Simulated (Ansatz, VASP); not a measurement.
# CaSe: VASP beside Ansatz

```
CELL_PARAMETERS angstrom
0.00000 2.97024 2.97024
2.97024 0.00000 2.97024
2.97024 2.97024 0.00000
ATOMIC_POSITIONS crystal
Ca 0.89500 0.89500 0.10500
Se 0.60500 0.60500 0.39500
```

Change from the starting cell: shortest bond scaled by 0.58, PAW files, ecut 1000.

Alike in both runs: task single point; functional PBEsol; k mesh 7 × 7 × 7; occupations fermi-dirac, width 0.03 eV; no spin polarisation.

|  | VASP | Ansatz |
| --- | --- | --- |
| version | VASP 6.6.1 | Ansatz 0.2.0 |
| potentials or method | VASP PAW PBE potentials, release 64 (Ca_sv, Se) | PAW with Ansatz's default frozen-core files, scalar-relativistic |
| plane-wave cutoff (eV) | 520 | 1000 |
| valence electrons in the cell | 16 | 26 |

VASP gave:

| Item | Value |
| --- | --- |
| gap on the k mesh at the Fermi level (eV) | 1.25 |
| pressure (GPa) | 58.2 |
| largest component of the traceless stress (GPa) | 124.99 |
| rms of the force components (eV/Å) | 20.578 |

Task: Which values does Ansatz return?

Result: gap on the k mesh at the Fermi level (eV): 1.27; pressure (GPa): 57.4; largest component of the traceless stress (GPa): 123.49; rms of the force components (eV/Å): 20.336.

Atom by atom the forces differ by 0.242 eV/Å (rms over components). The two sets of potentials don't hold the same shells in valence.

Caveats: so large a pressure means that the cell lies far from this level's equilibrium, or that cutoff or potentials fall short (VASP); the potentials were made for another functional, which shifts forces and pressure (VASP); an odd mesh through Γ misses points on the zone boundary, where band edges often lie.
